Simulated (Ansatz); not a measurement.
AgCl: computed DOS

```cif
data_structure
_symmetry_space_group_name_H-M 'Fm-3m'
_symmetry_Int_Tables_number 225
_cell_length_a 5.5463
_cell_length_b 5.5463
_cell_length_c 5.5463
_cell_angle_alpha 90.000
_cell_angle_beta 90.000
_cell_angle_gamma 90.000
_cell_volume 170.61
loop_
_atom_site_label
_atom_site_type_symbol
_atom_site_symmetry_multiplicity
_atom_site_Wyckoff_symbol
_atom_site_fract_x
_atom_site_fract_y
_atom_site_fract_z
_atom_site_occupancy
Ag1 Ag 4 b 0.50000 0.00000 0.00000 1
Cl1 Cl 4 a 0.00000 0.00000 0.00000 1
```

The runs use the primitive cell with vectors (0.000, 2.773, 2.773), (2.773, 0.000, 2.773), (2.773, 2.773, 0.000) Å, to which the k mesh refers.

The geometry is COD entry 9011666, unchecked; take it as a test cell.

The calculation used Ansatz 0.2.0, DFT, LDA, all-electron LAPW, scalar-relativistic.

The runs use a Γ-centred 8×8×8 k mesh, Fermi–Dirac smearing of 0.02 eV, basis error target 0.5 meV/atom, no spin polarisation.

(1) Where is the centre of the filled Ag 4d states between -14 eV and the top of the filled states?

(2) Tabulate the density of states.

## Answers

(1) -2.25 eV from the valence-band top.

(2) States per eV and cell, averaged over 0.6 eV, from -5.3 to 6.5 eV, with energies (bin centres) from the valence-band top; empty bins are left out. The partial columns, the largest 4 alone, are projections on Löwdin-orthogonalised atomic shells (those that the program's projection atoms carry: the occupied ones and, for some elements, an empty d or f shell; other empty shells have no column), summed over atoms of an element. Weights on diffuse s and p shells depend on that basis and aren't pure angular character.
```csv
E (eV),total,Ag 4d,Cl 3p,Ag 5s,Cl 3s
-5.1,1.10,0.18,0.71,0.19,0.00
-4.5,2.19,0.43,1.51,0.22,0.01
-3.9,5.24,2.03,3.13,0.03,0.01
-3.3,1.42,0.55,0.85,0.01,0.00
-2.7,1.46,1.36,0.09,0.00,0.00
-2.1,9.04,8.27,0.62,0.09,0.03
-1.5,2.72,1.83,0.78,0.06,0.03
-0.9,2.09,1.17,0.83,0.04,0.02
-0.3,1.42,0.72,0.67,0.01,0.00
0.9,0.01,0.00,0.00,0.01,0.00
1.5,0.05,0.00,0.01,0.03,0.01
2.1,0.12,0.00,0.02,0.08,0.01
2.7,0.40,0.00,0.06,0.29,0.02
3.3,0.80,0.01,0.14,0.55,0.03
3.9,1.12,0.01,0.19,0.69,0.02
4.5,0.83,0.01,0.13,0.43,0.01
5.7,0.86,0.00,0.06,0.15,0.00
6.3,0.89,0.00,0.03,0.06,0.00
```
